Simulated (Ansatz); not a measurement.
Wanted: the native input for an Ansatz 0.2.0 run.

| Quantity | Value |
| --- | --- |
| Task | relaxation of cell and atoms |
| Functional | revPBE |
| Dispersion | D3(BJ) |
| Potentials or basis | all-electron LAPW, scalar-relativistic |
| Basis error allowed | 0.001 eV/atom |
| k mesh | 8 × 8 × 8 |
| Occupations | fermi-dirac, width 0.05 eV |
| Spin | no spin polarisation |

The system is PbSe (Clausthalite).

```xyz
2
Lattice="0.0000 3.0606 3.0606 3.0606 0.0000 3.0606 3.0606 3.0606 0.0000" Properties=species:S:1:pos:R:3 pbc="T T T"
Pb    0.0000    0.0000    0.0000
Se    3.0606    3.0606    3.0606
```

The input as run:

input.yaml

```yaml
crystal:
  lattice:
    - [0.0, 3.06065, 3.06065]
    - [3.06065, 0.0, 3.06065]
    - [3.06065, 3.06065, 0.0]
  atoms:
    - { symbol: Pb, position: [0.0, 0.0, 0.0] }
    - { symbol: Se, position: [0.5, 0.5, 0.5] }
kpoints:
  mp_grid: { grid: [8, 8, 8] }
scf:
  occupations: { method: fermi_dirac, width: 0.05 }
hamiltonian:
  xc: revpbe
  dispersion: d3bj
  pseudopotentials: { kind: all_electron, lapw: { basis_error: 0.001 } }
output:
  forces: true
  stress: true
relax:
  f_tol: 0.005
  max_steps: 60
  cell: {}
```

Potentials or basis: all-electron LAPW, scalar-relativistic.

Launch:

```console
$ ansatz run input.yaml --threads 1 --pin off --max-ram 3072MiB --backend cpu --events-out ev --progress --plain --runs-dir out
```

It gave:

```json
{
 "Relaxed volume": "28.54 Å³/atom",
 "Relaxed cell": "a = 4.322 Å, b = 4.322 Å, c = 4.322 Å, α = 60.00°, β = 60.00°, γ = 60.00°",
 "Space group after relaxing (to 0.05 Å)": "Fm-3m (No. 225)",
 "Energy gained by relaxing": "0.1 meV/atom",
 "Ionic steps": "4",
 "Pressure after relaxing": "0.0 GPa"
}
```

Run time: 6.8 s on 1 thread of AMD EPYC 9R45 96-Core Processor (Zen 5) (shared host), peak memory 0.38 GiB.
